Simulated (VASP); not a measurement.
**A VASP 6.6.1 single-point calculation on SnTe**

INCAR

```
NBANDS = 17
ISIF = 2
LREAL = .FALSE.
LCHARG = .FALSE.
EDIFF = 1E-7
NSW = 0
ENCUT = 520
IBRION = -1
ISMEAR = 0
SIGMA = 0.2
IVDW = 12
LASPH = .TRUE.
GGA = PE
PREC = Accurate
LWAVE = .FALSE.
NELM = 89
```

KPOINTS

```
KPOINTS created by Atomic Simulation Environment
0
Gamma
8 8 8
0 0 0
```

POSCAR

```
Sn Te
 1.0000000000000000
     0.0000000000000000    3.2939400582000000    3.1811413231999999
     3.2939400582000000    0.0000000000000000    3.1811413231999999
     3.2939400582000000    3.2939400582000000    0.0000000000000000
 Sn  Te
   1   1
Cartesian
  0.0000000000000000  0.0000000000000000  0.0000000000000000
  3.2939400582000000  3.2939400582000000  3.1811413231999999
```

The recommended PBE PAW datasets give the neutral cell 20 valence electrons.

Command

```
mpirun -np 1 vasp_std
```

OSZICAR

```
N       E                     dE             d eps       ncg     rms          rms(c)
DAV:   1     0.125839194785E+03    0.12584E+03   -0.94712E+03  2023   0.132E+03
DAV:   2     0.427978532299E+01   -0.12156E+03   -0.11838E+03  2166   0.331E+02
DAV:   3    -0.726414826727E+01   -0.11544E+02   -0.11455E+02  2459   0.903E+01
DAV:   4    -0.760451294941E+01   -0.34036E+00   -0.34012E+00  2397   0.162E+01
DAV:   5    -0.761810505985E+01   -0.13592E-01   -0.13592E-01  2936   0.315E+00    0.367E+00
DAV:   6    -0.752937586242E+01    0.88729E-01   -0.21481E-01  2592   0.276E+00    0.229E+00
DAV:   7    -0.752988929553E+01   -0.51343E-03   -0.64554E-02  2343   0.113E+00    0.908E-01
DAV:   8    -0.753118573316E+01   -0.12964E-02   -0.80143E-03  2409   0.718E-01    0.150E-01
DAV:   9    -0.753118771949E+01   -0.19863E-05   -0.11595E-03  2693   0.279E-01    0.507E-02
DAV:  10    -0.753120875628E+01   -0.21037E-04   -0.15515E-04  2511   0.894E-02    0.258E-02
DAV:  11    -0.753121819109E+01   -0.94348E-05   -0.43121E-05  2480   0.430E-02    0.216E-02
DAV:  12    -0.753121826083E+01   -0.69737E-07   -0.24028E-06  2499   0.998E-03    0.128E-02
DAV:  13    -0.753121766430E+01    0.59653E-06   -0.32074E-07  2362   0.371E-03    0.561E-03
DAV:  14    -0.753121753653E+01    0.12777E-06   -0.47443E-07  2308   0.564E-03    0.332E-04
DAV:  15    -0.753121751227E+01    0.24260E-07   -0.52711E-08  1162   0.123E-03
   1 F= -.82641654E+01 E0= -.82633032E+01  d E =-.172440E-02
```

Standard output (part)

```
POSCAR found type information on POSCAR SnTe
 POSCAR found :  2 types and       2 ions
 LDA part: xc-table for (Slater+PW92), standard interpolation
 POSCAR, INCAR and KPOINTS ok, starting setup
 WAVECAR not read
 entering main loop
```

From OUTCAR

```
k-points           NKPTS =     59   k-points in BZ     NKDIM =     59   number of bands    NBANDS=     17

   NELECT =      20.0000    total number of electrons

   dimension x,y,z NGX =    36 NGY =   36 NGZ =   36
   dimension x,y,z NGXF=    72 NGYF=   72 NGZF=   72

  energy-cutoff  :      520.00
  volume of cell :       69.03
      direct lattice vectors                 reciprocal lattice vectors
     0.000000000  3.293940058  3.181141323    -0.151793898  0.151793898  0.157176293
     3.293940058  0.000000000  3.181141323     0.151793898 -0.151793898  0.157176293
     3.293940058  3.293940058  0.000000000     0.151793898  0.151793898 -0.157176293

 k-points in reciprocal lattice and weights: KPOINTS created by Atomic Simulation Env
   0.00000000  0.00000000  0.00000000       0.002
   0.12500000 -0.00000000  0.00000000       0.016
   0.25000000 -0.00000000  0.00000000       0.016
   0.37500000 -0.00000000  0.00000000       0.016
   0.50000000 -0.00000000  0.00000000       0.008
   0.12500000  0.12500000  0.00000000       0.004
   0.25000000  0.12500000  0.00000000       0.016
   0.37500000  0.12500000  0.00000000       0.016
   ...

 E-fermi :   5.7680

 k-point     1 :       0.0000    0.0000    0.0000
  band No.  band energies     occupation
      1     -16.1153      2.00000
      2     -16.1146      2.00000
      3     -16.1011      2.00000
      4     -16.1011      2.00000
      5     -16.0987      2.00000
      6      -6.3409      2.00000
      7       0.7495      2.00000
      8       3.6551      2.00000
      9       4.0165      2.00000
     10       4.0165      2.00000
     11       8.6608      0.00000
     12       8.6608      0.00000
     13       9.4494      0.00000
     14      10.6314      0.00000
     15      10.6314      0.00000
     16      10.8661      0.00000
     17      12.3673      0.00000

 k-point     2 :       0.1250   -0.0000    0.0000
  band No.  band energies     occupation
      1     -16.1154      2.00000
      2     -16.1143      2.00000
      3     -16.1008      2.00000
      4     -16.1006      2.00000
      5     -16.0990      2.00000
      6      -6.2286      2.00000
      7       0.2535      2.00000
      8       3.7872      2.00000
      9       4.0209      2.00000
     10       4.2535      2.00000
     11       8.1013      0.00000
     12       8.1273      0.00000
     13       8.8057      0.00000
     14      10.6430      0.00000
     15      10.9433      0.00000
     16      11.0725      0.00000
     17      13.1797      0.00000

 k-point     3 :       0.2500   -0.0000    0.0000
  band No.  band energies     occupation
      1     -16.1160      2.00000
      2     -16.1137      2.00000
      3     -16.1008      2.00000
      4     -16.0991      2.00000
      5     -16.0990      2.00000
      6      -5.9169      2.00000
      7      -0.7433      2.00000
      8       3.9483      2.00000
      9       4.0528      2.00000
     10       4.7708      2.00000
     11       7.1451      0.00000
     12       7.2171      0.00000
     13       7.7187      0.00000
     14      11.0142      0.00000
     15      11.8093      0.00000
     16      11.8454      0.00000
     17      14.9490      0.00000

 ...

  Total      -1.36417    -1.36417     0.03442     0.00000     0.00000    -0.00000
  in kB     -31.66178   -31.66178     0.79895     0.00000     0.00000    -0.00000
  external pressure =      -20.84 kB  Pullay stress =        0.00 kB

 POSITION                                       TOTAL-FORCE (eV/Angst)
 -----------------------------------------------------------------------------------
      0.00000      0.00000      0.00000         0.000000      0.000000      0.000000
      3.29394      3.29394      3.18114         0.000000     -0.000000     -0.000000
 -----------------------------------------------------------------------------------
    total drift:                               -0.000000      0.000000      0.000000

  FREE ENERGIE OF THE ION-ELECTRON SYSTEM (eV)
  ---------------------------------------------------
  free  energy   TOTEN  =        -8.2641654339 eV

  energy  without entropy=       -8.2624410386  energy(sigma->0) =       -8.26330324
```

It converged. Results: gap between bands v and c on the k mesh 0.13 eV; least direct gap on the k mesh 0.13 eV; pressure -2.1 GPa. Band v is the last that the valence electrons fill when counted band by band, and c is the next.

For comparison, a separate PBE run of the intended cell, on usual settings and not on those above, gives a gap of 0.13 eV on its mesh and a pressure of -1.6 GPa.

The run above took about 71 s on one core of a shared host (Intel Xeon Platinum 8488C) and held 0.23 GiB at most.
